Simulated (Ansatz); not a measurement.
Si2Ni:

```xyz
3
Lattice="0.0000 2.7030 2.7030 2.7030 0.0000 2.7030 2.7030 2.7030 0.0000" Properties=species:S:1:pos:R:3 pbc="T T T"
Ni    0.0000    0.0000    0.0000
Si    4.0545    4.0545    4.0545
Si    1.3515    1.3515    1.3515
```

Program: Ansatz 0.2.0. Alike in all runs: spin collinear, ferromagnetic start; cell as given; k mesh 9 × 9 × 9.

Task: Order these runs on this cell by their pressure, lowest first.
A. level PBEsol+U; potentials or basis Ansatz PAW; U Ni d U = 5 eV; cutoff (eV) 420; smearing fermi-dirac 0.05 eV; double counting fll (the default); hubbard projectors ortho-atomic (the default)
B. level RPBE; potentials or basis Ansatz PAW; cutoff (eV) 420; smearing fermi-dirac 0.05 eV; points for each segment of the path 14
C. level PBE+U; potentials or basis Ansatz NC; U Ni d U = 5.3 eV; cutoff (eV) 1400; smearing fermi-dirac 0.15 eV; driver calculator; double counting fll; hubbard projectors ortho-atomic (the default)
D. level revPBE+U; potentials or basis Ansatz PAW; U Ni d U = 3 eV; cutoff (eV) 420; smearing fermi-dirac 0.025 eV; double counting fll; hubbard projectors atomic
E. level LDA; potentials or basis Ansatz PAW; cutoff (eV) 420; smearing gaussian 0.05 eV

Result: E (-4.2 GPa), A (-1.2 GPa), C (3.2 GPa), D (5.0 GPa), B (6.5 GPa).

Caveats: the PAW data sets come from PBE, with cores solved anew for the run's functional, which leaves a small shift of forces and pressure (some runs); the magnetic or orbital state may not be the lowest (some runs); the U is typed as a test and isn't derived for this compound (some runs); the potentials were made for another functional, which shifts forces and pressure (some runs).

Not every run made on this cell is shown here.
